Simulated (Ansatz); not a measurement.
GaSb in Ansatz: the effect of functional

GaSb:

```
Sb Ga
1.0
    -2.77167    2.77167    1.60124
     2.77167   -2.77167    1.60124
     2.77167    2.77167   -1.60124
Sb Ga
1 1
Direct
  0.00000 0.00000 0.00000
  0.75000 0.25000 0.50000
```

Measurements of this composition are mostly on another form, of space group No. 216.

The cell isn't the ideal one: volume scaled by 1.02.

Alike in all runs:

```yaml
Program: Ansatz 0.2.0
Task: single point
Potentials_or_basis: Ansatz PAW
k_mesh: 10 × 10 × 10
Occupations: fermi-dirac, width 0.05 eV
Spin: no spin polarisation
```

One run gave: pressure -5.1 GPa. Which functional did it use?
A. LDA
B. PBEsol
C. r2SCAN

A.

```csv
functional,cutoff,pressure (GPa)
LDA,420 eV (not typed: the program's choice for these potentials),-5.1
PBEsol,420 eV (not typed: the program's choice for these potentials),-3.8
r2SCAN,500 eV (not typed: the program's choice for these potentials),-2.5
```

Caveats: the PAW data sets come from PBE, with cores solved anew for the run's functional, which leaves a small shift of forces and pressure.

Runs at the PBE level aren't shown here.
